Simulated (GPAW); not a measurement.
Cl:

```
Cl
1.0
     3.86698    0.00000    0.00000
     1.24866    3.65983    0.00000
     0.00000    0.00000    8.21000
Cl
4
Cartesian
  2.2174 2.3057 3.2840
  1.5890 3.1841 7.3890
  2.8982 1.3541 4.9260
  3.5266 0.4758 0.8210
```

Base run:

- Program: GPAW 26.7.0
- Functional: TB-mBJ
- Potentials or basis: GPAW PAW data sets for LDA (gpaw-data 1.2.1)
- Cutoff: 600 eV
- Basis: pw
- k mesh: 5 × 5 × 3
- Occupations: fermi-dirac, width 0.05 eV
- Spin: no spin polarisation

Its results: band gap on the k mesh 3.82 eV, indirect (least direct gap 3.86 eV).

Problem. The run is repeated on the same cell with these changes: functional from TB-mBJ to TASK; potentials or basis from GPAW PAW data sets for LDA (gpaw-data 1.2.1) to GPAW PAW data sets (gpaw-data 1.2.1). What comes out?

Solution. Band gap on the k mesh 3.26 eV, indirect (least direct gap 3.27 eV).

Caveats: a model potential gives levels but no total energy (some runs); an odd mesh through Γ misses points on the zone boundary, where band edges often lie (some runs).

Not every run made on this cell is shown here.
